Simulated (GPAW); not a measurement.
# PbSe (Clausthalite) (Fm-3m) in GPAW: a series of runs

Aim: see how the results for PbSe (Clausthalite) move with the level of theory and the settings. Levels: mBEEF, AM05, BLYP+D4. Tasks: band structure, equation of state.

Everything below comes from runs of GPAW 26.7.0. Logs are shortened: lines on timing, memory, paths and dates and some standing lists are left out, and cuts for length are marked. The log counts tension as positive stress, the text compression.

**Measured values to compare with.**

From a printed reference work, monograph, for a bulk crystal of PbSe at 300 K: band gap 0.28 eV (direct).

How close the calculation comes is told below.

## (1) The structure

It takes space group Fm-3m (No. 225, cubic). Conventional cell: a = 6.121 Å, b = 6.121 Å, c = 6.121 Å, α = 90.00°, β = 90.00°, γ = 90.00°. Around Pb (site symmetry m-3m) lie 6 Se at 3.06 Å. Se (site symmetry m-3m) is surrounded by 6 Pb at 3.06 Å.

## (2) Band structure, mBEEF, spin-orbit coupling, no magnetisation

The input, run.py:

```python
import numpy as np
import spglib
from ase import Atoms
from ase.dft.bandgap import bandgap
from ase.io import read, write
from ase.units import GPa
from gpaw import GPAW, PW
from gpaw.spinorbit import soc_eigenstates

atoms = read('PbSe.cif')
cell, positions, numbers = spglib.find_primitive(
    (atoms.cell[:], atoms.get_scaled_positions(), atoms.numbers), symprec=1e-4)
atoms = Atoms(numbers, cell=cell, scaled_positions=positions, pbc=True)

calc = GPAW(mode=PW(600),
            xc='mBEEF',
            kpts={'size': (6, 6, 6), 'gamma': True},
            occupations={'name': 'fermi-dirac', 'width': 0.05},
            nbands=19,
            convergence={'density': 1e-05, 'energy': 1e-05},
            maxiter=150,
            txt='gpaw.txt')
atoms.calc = calc
energy = atoms.get_potential_energy()
forces = atoms.get_forces()
stress = atoms.get_stress()
calc.write('gs.gpw')
write('result.traj', atoms)
print(f'Energy: {energy:.6f} eV')
print('Forces (eV/A):')
print(forces.round(4))
print('Stress (GPa):', (stress / GPa).round(3))
print('Fermi level:', round(calc.get_fermi_level(), 4), 'eV')
print(f'Gap: {bandgap(calc)[0]:.4f} eV, direct: {bandgap(calc, direct=True)[0]:.4f} eV')

path = atoms.cell.bandpath('GXWKGLUWLK,UX', npoints=100, eps=1e-4)
bs_calc = calc.fixed_density(kpts=path, symmetry='off', nbands=31,
                             convergence={'bands': 'CBM+6.0', 'eigenstates': 1e-6}, txt='bands.txt')
bs = bs_calc.band_structure()
bs.write('bs.json')
print(f'Gap on the path: {bandgap(bs_calc)[0]:.4f} eV')

soc = soc_eigenstates(bs_calc, theta=90, phi=0, ignore_xc_potential=True)
np.savetxt('soc_bands.dat', soc.eigenvalues(), fmt='%.4f')
mesh = soc_eigenstates('gs.gpw', theta=90, phi=0, ignore_xc_potential=True)
np.savetxt('soc_mesh.dat', mesh.eigenvalues(), fmt='%.4f')
print('Fermi level with spin-orbit coupling:', round(mesh.fermi_level, 4), 'eV')
```

The input, PbSe.cif:

```cif
data_PbSe
_cell_length_a 6.12130000
_cell_length_b 6.12130000
_cell_length_c 6.12130000
_cell_angle_alpha 90.00000000
_cell_angle_beta 90.00000000
_cell_angle_gamma 90.00000000
_space_group_name_H-M_alt 'Fm-3m'
_space_group_name_Hall '-F 4 2 3'
_space_group_IT_number 225
loop_
_space_group_symop_operation_xyz
'x,y,z'
'-x,-y,-z'
'-y,x,z'
'y,-x,-z'
'-x,-y,z'
'x,y,-z'
'y,-x,z'
'-y,x,-z'
'x,-y,-z'
'-x,y,z'
'-y,-x,-z'
'y,x,z'
'-x,y,-z'
'x,-y,z'
'y,x,-z'
'-y,-x,z'
'z,x,y'
'-z,-x,-y'
'z,-y,x'
'-z,y,-x'
'z,-x,-y'
'-z,x,y'
'z,y,-x'
'-z,-y,x'
'-z,x,-y'
'z,-x,y'
'-z,-y,-x'
'z,y,x'
'-z,-x,y'
'z,x,-y'
'-z,y,x'
'z,-y,-x'
'y,z,x'
'-y,-z,-x'
'x,z,-y'
'-x,-z,y'
'-y,z,-x'
'y,-z,x'
'-x,z,y'
'x,-z,-y'
'-y,-z,x'
'y,z,-x'
'-x,-z,-y'
'x,z,y'
'y,-z,-x'
'-y,z,x'
'x,-z,y'
'-x,z,-y'
'x,y+1/2,z+1/2'
'-x,-y+1/2,-z+1/2'
'-y,x+1/2,z+1/2'
[... 62 lines left out ...]
'-z+1/2,-x,-y+1/2'
'z+1/2,-y,x+1/2'
'-z+1/2,y,-x+1/2'
'z+1/2,-x,-y+1/2'
'-z+1/2,x,y+1/2'
'z+1/2,y,-x+1/2'
'-z+1/2,-y,x+1/2'
'-z+1/2,x,-y+1/2'
'z+1/2,-x,y+1/2'
'-z+1/2,-y,-x+1/2'
'z+1/2,y,x+1/2'
'-z+1/2,-x,y+1/2'
'z+1/2,x,-y+1/2'
'-z+1/2,y,x+1/2'
'z+1/2,-y,-x+1/2'
'y+1/2,z,x+1/2'
'-y+1/2,-z,-x+1/2'
'x+1/2,z,-y+1/2'
'-x+1/2,-z,y+1/2'
'-y+1/2,z,-x+1/2'
'y+1/2,-z,x+1/2'
'-x+1/2,z,y+1/2'
'x+1/2,-z,-y+1/2'
'-y+1/2,-z,x+1/2'
'y+1/2,z,-x+1/2'
'-x+1/2,-z,-y+1/2'
'x+1/2,z,y+1/2'
'y+1/2,-z,-x+1/2'
'-y+1/2,z,x+1/2'
'x+1/2,-z,y+1/2'
'-x+1/2,z,-y+1/2'
'x+1/2,y+1/2,z'
'-x+1/2,-y+1/2,-z'
'-y+1/2,x+1/2,z'
'y+1/2,-x+1/2,-z'
'-x+1/2,-y+1/2,z'
'x+1/2,y+1/2,-z'
'y+1/2,-x+1/2,z'
'-y+1/2,x+1/2,-z'
'x+1/2,-y+1/2,-z'
'-x+1/2,y+1/2,z'
'-y+1/2,-x+1/2,-z'
'y+1/2,x+1/2,z'
'-x+1/2,y+1/2,-z'
'x+1/2,-y+1/2,z'
'y+1/2,x+1/2,-z'
'-y+1/2,-x+1/2,z'
'z+1/2,x+1/2,y'
'-z+1/2,-x+1/2,-y'
'z+1/2,-y+1/2,x'
'-z+1/2,y+1/2,-x'
'z+1/2,-x+1/2,-y'
'-z+1/2,x+1/2,y'
'z+1/2,y+1/2,-x'
'-z+1/2,-y+1/2,x'
'-z+1/2,x+1/2,-y'
'z+1/2,-x+1/2,y'
'-z+1/2,-y+1/2,-x'
'z+1/2,y+1/2,x'
'-z+1/2,-x+1/2,y'
'z+1/2,x+1/2,-y'
'-z+1/2,y+1/2,x'
'z+1/2,-y+1/2,-x'
'y+1/2,z+1/2,x'
'-y+1/2,-z+1/2,-x'
'x+1/2,z+1/2,-y'
'-x+1/2,-z+1/2,y'
'-y+1/2,z+1/2,-x'
'y+1/2,-z+1/2,x'
'-x+1/2,z+1/2,y'
'x+1/2,-z+1/2,-y'
'-y+1/2,-z+1/2,x'
'y+1/2,z+1/2,-x'
'-x+1/2,-z+1/2,-y'
'x+1/2,z+1/2,y'
'y+1/2,-z+1/2,-x'
'-y+1/2,z+1/2,x'
'x+1/2,-z+1/2,y'
'-x+1/2,z+1/2,-y'
loop_
_atom_site_label
_atom_site_type_symbol
_atom_site_symmetry_multiplicity
_atom_site_Wyckoff_symbol
_atom_site_fract_x
_atom_site_fract_y
_atom_site_fract_z
_atom_site_occupancy
Pb1 Pb 4 a 0.0000000000 0.0000000000 0.0000000000 1
Se1 Se 4 b 0.5000000000 0.0000000000 0.0000000000 1
```

Potentials or basis: GPAW PAW data sets (gpaw-data 1.2.1), pw.

Started as:

```console
OMP_NUM_THREADS=1 python run.py
```

gpaw.txt:

```text
__  _  _
 | _ |_)|_||  |
 |__||  | ||/\| - 26.7.0

Input parameters:
  mode=PW(ecut=600.0),
  convergence={'density': 1e-05, 'energy': 1e-05},
  kpts=MonkhorstPack(size=(6, 6, 6), gamma=True),
  maxiter=150,
  nbands=19,
  occupations=Occupations(name='fermi-dirac', width=0.05),
  xc=XC(name='mBEEF')

Diagonalizing LCAO Hamiltonian
Converting LCAO to pw mode

                Se

       Pb

Atoms  # Å, Bohr magnetons
|   | symbol |        x |        y |        z |    initial magnetic moments |
|---|--------|----------|----------|----------|-----------------------------|
| 0 |     Pb | 0.000000 | 0.000000 | 0.000000 | ( 0.0000,  0.0000,  0.0000) |
| 1 |     Se | 3.060650 | 3.060650 | 3.060650 | ( 0.0000,  0.0000,  0.0000) |

Unit cell  # Å
| periodic |        x |        y |        z |  lengths |    angles |
|----------|----------|----------|----------|----------|-----------|
|      yes | 0.000000 | 3.060650 | 3.060650 | 4.328413 | 60.000000 |
|      yes | 3.060650 | 0.000000 | 3.060650 | 4.328413 | 60.000000 |
|      yes | 3.060650 | 3.060650 | 0.000000 | 4.328413 | 60.000000 |

Number of symmetries: 48
Symmetry operations  # r_c * U_cc + t_c -> r_c
|    | kind |            matrix            |
|----|------|------------------------------|
|  0 |  σ   |  1, 0, 0,  1, 0,-1,  1,-1, 0 |
|  1 |  C2  |  1, 0, 0,  1,-1, 0,  1, 0,-1 |
|  2 |  E   |  1, 0, 0,  0, 1, 0,  0, 0, 1 |
|  3 |  σ   |  1, 0, 0,  0, 0, 1,  0, 1, 0 |
|  4 |  C4  |  1, 0,-1,  1, 0, 0,  1,-1, 0 |
|  5 |  S6  |  1, 0,-1,  1,-1, 0,  1, 0, 0 |
|  6 |  σ   |  1, 0,-1,  0, 1,-1,  0, 0,-1 |
|  7 |  C3  |  1, 0,-1,  0, 0,-1,  0, 1,-1 |
|  8 |  S6  |  1,-1, 0,  1, 0, 0,  1, 0,-1 |
|  9 |  C4  |  1,-1, 0,  1, 0,-1,  1, 0, 0 |
| 10 |  C3  |  1,-1, 0,  0,-1, 1,  0,-1, 0 |
| 11 |  σ   |  1,-1, 0,  0,-1, 0,  0,-1, 1 |
| 12 |  σ   |  0, 1, 0,  1, 0, 0,  0, 0, 1 |
| 13 |  C4  |  0, 1, 0,  0, 1,-1, -1, 1, 0 |
| 14 |  C3  |  0, 1, 0,  0, 0, 1,  1, 0, 0 |
| 15 |  S6  |  0, 1, 0, -1, 1, 0,  0, 1,-1 |
| 16 |  C2  |  0, 1,-1,  1, 0,-1,  0, 0,-1 |
| 17 |  σ   |  0, 1,-1,  0, 1, 0, -1, 1, 0 |
| 18 |  S4  |  0, 1,-1,  0, 0,-1,  1, 0,-1 |
| 19 |  C4  |  0, 1,-1, -1, 1, 0,  0, 1, 0 |
| 20 |  C3  |  0, 0, 1,  1, 0, 0,  0, 1, 0 |
| 21 |  σ   |  0, 0, 1,  0, 1, 0,  1, 0, 0 |
| 22 |  S6  |  0, 0, 1,  0,-1, 1, -1, 0, 1 |
| 23 |  C4  |  0, 0, 1, -1, 0, 1,  0,-1, 1 |
| 24 |  S4  |  0, 0,-1,  1, 0,-1,  0, 1,-1 |
| 25 |  C3  |  0, 0,-1,  0, 1,-1,  1, 0,-1 |
| 26 |  C2  |  0, 0,-1,  0,-1, 0, -1, 0, 0 |
| 27 |  S6  |  0, 0,-1, -1, 0, 0,  0,-1, 0 |
| 28 |  S4  |  0,-1, 1,  1,-1, 0,  0,-1, 0 |
| 29 |  C4  |  0,-1, 1,  0, 0, 1, -1, 0, 1 |
| 30 |  C2  |  0,-1, 1,  0,-1, 0,  1,-1, 0 |
| 31 |  σ   |  0,-1, 1, -1, 0, 1,  0, 0, 1 |
| 32 |  C3  |  0,-1, 0,  1,-1, 0,  0,-1, 1 |
| 33 |  S6  |  0,-1, 0,  0, 0,-1, -1, 0, 0 |
| 34 |  S4  |  0,-1, 0,  0,-1, 1,  1,-1, 0 |
| 35 |  C2  |  0,-1, 0, -1, 0, 0,  0, 0,-1 |
| 36 |  C2  | -1, 1, 0,  0, 1, 0,  0, 1,-1 |
| 37 |  S6  | -1, 1, 0,  0, 1,-1,  0, 1, 0 |
| 38 |  S4  | -1, 1, 0, -1, 0, 1, -1, 0, 0 |
| 39 |  C3  | -1, 1, 0, -1, 0, 0, -1, 0, 1 |
| 40 |  S6  | -1, 0, 1,  0, 0, 1,  0,-1, 1 |
| 41 |  C2  | -1, 0, 1,  0,-1, 1,  0, 0, 1 |
| 42 |  C3  | -1, 0, 1, -1, 1, 0, -1, 0, 0 |
| 43 |  S4  | -1, 0, 1, -1, 0, 0, -1, 1, 0 |
| 44 |  C2  | -1, 0, 0,  0, 0,-1,  0,-1, 0 |
| 45 |  i   | -1, 0, 0,  0,-1, 0,  0, 0,-1 |
| 46 |  σ   | -1, 0, 0, -1, 1, 0, -1, 0, 1 |
| 47 |  C2  | -1, 0, 0, -1, 0, 1, -1, 1, 0 |

BZ-sampling:
  Number of BZ points: 216
  Number of IBZ points: 16

  Monkhorst-Pack size: [6, 6, 6]
  Monkhorst-Pack shift: [0.08333333333333333, 0.08333333333333333, 0.08333333333333333]

K-points  # in reciprocal-cell coordinates
|     |                                coordinates |     weight |
|-----|--------------------------------------------|------------|
|   0 | (  0.00000000,   0.00000000,   0.00000000) | 0.00462963 |
|   1 | (  0.16666667,   0.16666667,   0.00000000) | 0.02777778 |
|   2 | (  0.16666667,   0.16666667,   0.16666667) | 0.03703704 |
|   3 | (  0.33333333,   0.16666667,   0.16666667) | 0.05555556 |
[... 16 lines left out ...]
Datatype:        complex128

Parallelization:
  kpt:    1
  domain: 1
  band:   1

Density:
  Valence electrons: 20.0
  Components: 1
  Grid points: [25 25 25]
  Charge: 0.0  # |e|

Potential:
  Grid points: [25 25 25]

species:
  Pb:
    name:    Lead
    Z:       82.0
    valence: 14
    core:    68
    charge:  0.0  # [|e|]
    compensation charges:
      type: gauss
      rc: 0.38  # [Å]
      lmax: 2
    cutoffs:
      filter: 2.36  # [Å]
      core: 2.43  # [Å]
    projectors
    | kind |    occ | energy [eV] | rcut [Å] |
    |------|--------|-------------|----------|
    |   6s |  2.000 |     -11.969 |    1.259 |
    |   6p |  2.000 |      -3.506 |    1.275 |
    |   5d | 10.000 |     -21.211 |    1.217 |
    |    s |        |      15.243 |    1.259 |
    |    p |        |      23.705 |    1.275 |
    |    d |        |       6.001 |    1.217 |

    Using partial waves for Pb as LCAO basis

  Se:
    name:    Selenium
    Z:       34.0
    valence: 6
    core:    28
    charge:  0.0  # [|e|]
    compensation charges:
      type: gauss
      rc: 0.27  # [Å]
      lmax: 2
    cutoffs:
      filter: 1.77  # [Å]
      core: 2.67  # [Å]
    projectors
    | kind |    occ | energy [eV] | rcut [Å] |
    |------|--------|-------------|----------|
    |   4s |  2.000 |     -17.277 |    0.847 |
    |   4p |  4.000 |      -6.512 |    1.005 |
    |    s |        |       9.935 |    0.847 |
    |    p |        |      20.699 |    1.005 |
    |    d |        |       0.000 |    0.847 |

    Using partial waves for Se as LCAO basis

Reference energy: -633377.995495  # eV

eigensolver:
  PPCG
  Converge bands: occupied
  niter=2

density mixing:
  MSR1-Mixer
  Pratt-step length: 0.05
  Maximum mixing coefficient: 0.75
  Old densities: 10
  SVD Regularization: 0.005
  Good broyden scale: 1.0
  Trust region scale: 1.0
  Backstep threshold: 4.0
  History deletion threshold: 6.0
  Fourier metric: weight=20.0, sigma=0.015

occupation numbers:
  Fermi-Dirac:
    width: 0.0500  # eV

poisson solver:
  ecut: 4800.0  # eV

xc functional:
  name: mBEEF with 2 nearest neighbor stencil

convergence criteria:
- Maximum integral of absolute [dens]ity change: 1e-05 electrons / valence electron
- Maximum [total energy] change in last 3 cyles: 1e-05 eV / valence electron
- Maximum integral of absolute [eigenst]ate change: 4e-08 eV^2 / valence electron
maximum number of iterations: 150

SCF iterations
|iter     | |      energy | eigst |  dens |
|---------|-|-------------|-------|-------|
|iter:   1| | -414.354529 | -0.14 |       |
|iter:   2| | -404.889816 | -0.46 | -1.27 |
|iter:   3| |-79383.366849 | +4.15 | -1.18 |
|iter:   4| | -397.248747 | +2.42 | +1.31 |
|iter:   5| | -405.040336 | +0.68 | -0.73 |
|iter:   6| | -404.760441 | -0.73 | -1.84 |
|iter:   7| | -404.729940 | -2.36 | -1.64 |
|iter:   8| | -404.739165 | -3.38 | -2.00 |
|iter:   9| | -404.737758 | -4.30 | -2.18 |
|iter:  10| | -404.737994 | -4.82 | -2.36 |
|iter:  11| | -404.737900 | -4.84 | -2.47 |
|iter:  12| | -404.737978c| -5.23 | -2.66 |
|iter:  13| | -404.737986c| -5.34 | -2.79 |
|iter:  14| | -404.738017c| -5.19 | -3.04 |
|iter:  15| | -404.738027c| -6.46 | -4.13 |
|iter:  16| | -404.738028c| -7.25 | -4.32 |
|iter:  17| | -404.738028c| -7.50c| -5.04c|

Converged in 17 steps
Energy contributions relative to reference atoms: (reference = -633377.995495)

Energy contributions:
  Kinetic:          57.563747
  Coulomb:         -54.508331
  Zero:             -0.508459
  External:          0.000000
  Xc:             -407.284949
  Entropy:          -0.000071
  Spinorbit:         0.000000
  ----------------------------
  Free energy:    -404.738063
  Extrapolated:   -404.738028

dipole moment: (-25.589552, -25.589552, -25.589552)  # |e|*Ang

Fermi level: 6.015
Eigenvalues  # (at kpt = [0.000, 0.000, 0.000])
| band index |      eig [eV] | occ [0-2] |
|------------|---------------|-----------|
|          0 |       -11.787 |     2.000 |
|        ... |               |           |
|          2 |       -11.763 |     2.000 |
|          3 |       -11.763 |     2.000 |
|          4 |       -11.763 |     2.000 |
|          5 |        -8.430 |     2.000 |
|          6 |        -0.640 |     2.000 |
|          7 |         3.593 |     2.000 |
[... 9 lines left out ...]
|         17 |        15.080 |     0.000 |
|         18 |        15.145 |     0.000 |

Gap: 0.588 eV
Transition (v -> c):
  (s=0, k=15, n=9, [0.50, 0.50, 0.50]) -> (s=0, k=15, n=10, [0.50, 0.50, 0.50])
No difference between direct/indirect transitions

Forces  # eV/Ang
|        x |       y |        z |
|----------|---------|----------|
|  0.00000 | 0.00000 | -0.00000 |  # Pb   0
| -0.00000 | 0.00000 |  0.00000 |  # Se   1

Stress tensor  # eV/Ang^3
|         x |         y |         z |
|-----------|-----------|-----------|
| -0.007025 | -0.000000 | -0.000000 |
| -0.000000 | -0.007025 |  0.000000 |
| -0.000000 |  0.000000 | -0.007025 |

# Writing to gs.gpw (mode='')
```

Wall time 3.4 min (1 thread of Arm Neoverse V1, shared host); peak memory 0.49 GiB.

Results:

```yaml
Free_energy: -404.7381 eV
Pressure: 1.1 GPa
Band_gap_on_the_k_mesh: 0.25 eV, direct
Band_gap_along_the_path: 0.32 eV, direct
```

Levels at the corners of the path, in eV from the valence-band top:
```csv
point,band 18,band 19,band 20,band 21,band 22,band 23
Γ,-1.58,-1.58,-1.58,3.08,3.08,6.09
X,-3.46,-2.88,-2.88,4.62,4.62,4.70
W,-3.97,-0.63,-0.63,1.97,1.97,5.46
K,-2.78,-2.10,-2.10,3.25,3.26,4.71
Γ,-1.58,-1.58,-1.58,3.08,3.08,6.09
L,-1.25,0.00,0.00,0.32,0.32,1.90
U,-2.78,-2.10,-2.10,3.25,3.26,4.71
W,-3.97,-0.63,-0.63,1.97,1.97,5.46
L,-1.25,0.00,0.00,0.32,0.32,1.90
K,-2.78,-2.10,-2.10,3.25,3.26,4.71
U,-2.78,-2.10,-2.10,3.25,3.26,4.71
X,-3.46,-2.88,-2.88,4.62,4.62,4.70
```

Caveat: spin-orbit coupling was added after a scalar SCF, so levels and gaps hold it while energy, forces, pressure and moments don't; this program's spin-orbit splittings come out too wide for heavy elements; the PAW data sets were made with another functional, which shifts forces and pressure a little.

## (3) Equation of state, AM05

The input, run.py:

```python
from ase.eos import EquationOfState
from ase.io import Trajectory, read
from ase.units import GPa
from gpaw import GPAW, PW, setup_paths

setup_paths.insert(0, '.')

atoms = read('POSCAR')

traj = Trajectory('eos.traj', 'w')
volumes, energies = [], []
for x in [0.94, 0.96, 0.98, 1.0, 1.02, 1.04, 1.06]:
    a = atoms.copy()
    a.set_cell(atoms.cell * x**(1 / 3), scale_atoms=True)
    calc = GPAW(mode=PW(600),
                xc='AM05',
                kpts={'size': (6, 6, 6), 'gamma': True},
                occupations={'name': 'fermi-dirac', 'width': 0.05},
                nbands=19,
                convergence={'density': 1e-05, 'energy': 1e-05},
                maxiter=150,
                txt=f'eos-{x:.2f}.txt')
    a.calc = calc
    energies.append(a.get_potential_energy(force_consistent=True))
    volumes.append(a.get_volume())
    p = -a.get_stress()[:3].mean() / GPa
    calc.write(f'eos-{x:.2f}.gpw')
    traj.write(a)
    print(f'{x:.2f} {volumes[-1]:10.4f} A^3 {energies[-1]:14.6f} eV {p:9.3f} GPa', flush=True)

v0, e0, B = EquationOfState(volumes, energies, eos='birchmurnaghan').fit()
print(f'V0 = {v0:.4f} A^3, E0 = {e0:.6f} eV, B0 = {B / GPa:.2f} GPa')
```

The input, POSCAR:

```
PbSe
1.0
    0.0000000000      3.0606500000      3.0606500000
    3.0606500000      0.0000000000      3.0606500000
    3.0606500000      3.0606500000      0.0000000000
Pb Se
1 1
Direct
    0.0000000000      0.0000000000      0.0000000000
    0.5000000000      0.5000000000      0.5000000000
```

Potentials or basis: PAW data sets generated in the run's folder for this functional, pw.

Started as:

```console
gpaw-setup -f AM05 Pb Se
OMP_NUM_THREADS=1 python run.py
```

Run time: 80 s. Hardware: 1 thread of Arm Neoverse V1, shared host; peak memory 0.26 GiB.

The run converged. Its results:

- Equilibrium volume: 28.53 Å³/atom
- Bulk modulus: 49 GPa
- Pressure derivative of the bulk modulus: 3.5 (rough: it moves with the points fitted)

Energy against volume, from the lowest point:
| volume (Å³/atom) | energy (meV/atom) |
| --- | --- |
| 26.951 | 14.49 |
| 27.524 | 5.67 |
| 28.097 | 0.94 |
| 28.671 | 0.00 |
| 29.244 | 2.53 |
| 29.818 | 8.21 |
| 30.391 | 16.73 |

## (4) Equation of state, BLYP+D4

Changes to run.py since step 3:

```diff
@@ -1 +1,2 @@
+from ase.calculators.mixing import SumCalculator
 from ase.eos import EquationOfState
@@ -3,2 +4,3 @@
 from ase.units import GPa
+from dftd4.ase import DFTD4
 from gpaw import GPAW, PW, setup_paths
@@ -7,3 +9,3 @@
 
-atoms = read('POSCAR')
+atoms = read('PbSe.xyz')
 
@@ -15,3 +17,3 @@
     calc = GPAW(mode=PW(600),
-                xc='AM05',
+                xc='BLYP',
                 kpts={'size': (6, 6, 6), 'gamma': True},
@@ -20,6 +22,7 @@
                 convergence={'density': 1e-05, 'energy': 1e-05},
+                eigensolver='davidson',
                 maxiter=150,
                 txt=f'eos-{x:.2f}.txt')
-    a.calc = calc
-    energies.append(a.get_potential_energy(force_consistent=True))
+    a.calc = SumCalculator([calc, DFTD4(method='blyp')])
+    energies.append(a.get_potential_energy())
     volumes.append(a.get_volume())
```

The input, PbSe.xyz:

```xyz
2
Lattice="0.0000000000 3.0606500000 3.0606500000 3.0606500000 0.0000000000 3.0606500000 3.0606500000 3.0606500000 0.0000000000" Properties=species:S:1:pos:R:3 pbc="T T T"
Pb     0.0000000000      0.0000000000      0.0000000000
Se     3.0606500000      3.0606500000      3.0606500000
```

Started as:

```console
gpaw-setup -f BLYP Pb Se
OMP_NUM_THREADS=1 python run.py
```

Run time: 71 s. Hardware: 1 thread of Arm Neoverse V1, shared host; peak memory 0.23 GiB.

Results (log left out):

```yaml
Equilibrium_volume: outside the volumes run
```

Energy against volume, from the lowest point:
| volume (Å³/atom) | energy (meV/atom) |
| --- | --- |
| 26.951 | 43.67 |
| 27.524 | 26.58 |
| 28.097 | 14.50 |
| 28.671 | 6.81 |
| 29.244 | 2.95 |
| 29.818 | 1.87 |
| 30.391 | 0.00 |

Spin-orbit coupling is left out, which matters for the levels of Pb.

[end of part 1 of 2]
